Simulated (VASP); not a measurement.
Crystal: InP.

```
CELL_PARAMETERS angstrom
0.00000 2.93050 2.93050
2.93050 0.00000 2.93050
2.93050 2.93050 0.00000
ATOMIC_POSITIONS crystal
In 0.00000 0.00000 0.00000
P 0.25000 0.25000 0.25000
```

| Property | Result |
| --- | --- |
| Program | VASP 6.6.1 |
| Task | relaxation of cell and atoms |
| Functional | PBE |
| Potentials or basis | VASP PAW PBE potentials, release 64 (In_d, P) |
| Cutoff | 600 eV |
| k mesh | 8 × 8 × 8 |
| Occupations | fermi-dirac, width 0.02 eV |
| Spin | no spin polarisation |

At the start: pressure 3.3 GPa; volume 25.17 Å³/atom.

Q: How do energy, volume and symmetry change on relaxing?

A: Over 3 steps the energy falls by 12.5 meV/atom and the volume is 26.44 Å³/atom (+5.1 %); space group F-43m (No. 216, to 0.05 Å).

Step by step:
| step | energy change (eV) | largest force (eV/Å) | pressure (GPa) | volume (Å³) |
| --- | --- | --- | --- | --- |
| 1 | 0.0000 | 0.0000 | 3.31 | 50.33 |
| 2 | -0.0191 | 0.0000 | -1.40 | 54.22 |
| 3 | -0.0251 | 0.0000 | 0.01 | 52.88 |

Final structure:
```
CELL_PARAMETERS angstrom
0.00000 2.97908 2.97908
2.97908 0.00000 2.97908
2.97908 2.97908 0.00000
ATOMIC_POSITIONS crystal
In 0.00000 0.00000 0.00000
P 0.25000 0.25000 0.25000
```
